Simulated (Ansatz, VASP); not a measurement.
## MgI2: VASP beside Ansatz

File INCAR:

```
SYSTEM = MgI2
ALGO = Normal
EDIFF = 1E-6
ENCUT = 520
GGA = PE
ISIF = 2
ISMEAR = 0
LASPH = .TRUE.
LCHARG = .TRUE.
LELF = .TRUE.
LREAL = .FALSE.
LVHAR = .TRUE.
LWAVE = .FALSE.
NBANDS = 15
NELM = 80
PREC = Accurate
SIGMA = 0.05
```

The input KPOINTS:

```
k-points
0
G
  6 6 4
  0 0 0
```

POSCAR

```
MgI2
1.0
    4.1618263529      0.0000000000      0.0000000000
   -2.0809131765      3.6042473478      0.0000000000
    0.0000000000      0.0000000000      7.7274703875
Mg I
1 2
Direct
    0.0000000000      0.0000000000      0.0000000000
    0.3333333333      0.6666666667      0.7666648737
    0.6666666667      0.3333333333      0.2333351263
```

Input for Ansatz:

```yaml
crystal:
  lattice:
    - [4.1618263529, 0.0, 0.0]
    - [-2.0809131765, 3.6042473478, 0.0]
    - [0.0, 0.0, 7.7274703875]
  atoms:
    - { symbol: Mg, position: [0.0, 0.0, 0.0] }
    - { symbol: I, position: [0.3333333333, 0.6666666667, 0.7666648737] }
    - { symbol: I, position: [0.6666666667, 0.3333333333, 0.2333351263] }
basis:
  ecutwfc: 520.0
kpoints:
  mp_grid: { grid: [6, 6, 4] }
hamiltonian:
  xc: pbe
scf:
  occupations: { method: gaussian, width: 0.05 }
output:
  forces: true
  stress: true
  eigenvalues: true
  write_density: true
  write_potential: true
  elf: true
  volumetric_format: npy
```

Alike in both runs: task single point; functional PBE; k mesh 6 × 6 × 4; occupations gaussian, width 0.05 eV; no spin polarisation.

```csv
,VASP,Ansatz
version,VASP 6.6.1,Ansatz 0.2.0
potentials or method,"VASP PAW PBE potentials, release 64 (Mg, I)","scalar-relativistic, plane waves, PAW"
plane-wave cutoff (eV),520,520
valence electrons in the cell,16,44
```

```tsv
	VASP	Ansatz	Ansatz less VASP
gap on the k mesh at the Fermi level (eV)	3.28	3.30	+0.017
least direct gap on the mesh (eV)	3.35	3.37	+0.015
pressure (GPa)	-1.1	-1.0	+0.05
largest component of the traceless stress (GPa)	1.38	1.38	+0.005
rms of the force components (eV/Å)	0.248	0.243	-0.0047
```

Atom by atom the forces differ by 0.005 eV/Å (rms over components). The two sets of potentials don't hold the same shells in valence.

Caveats: spin-orbit coupling is left out, which moves the levels of the heavy elements; this functional lacks dispersion, which binds the layers, so the pressure and a relaxed spacing across them are unreliable. A k mesh can miss the band edges.
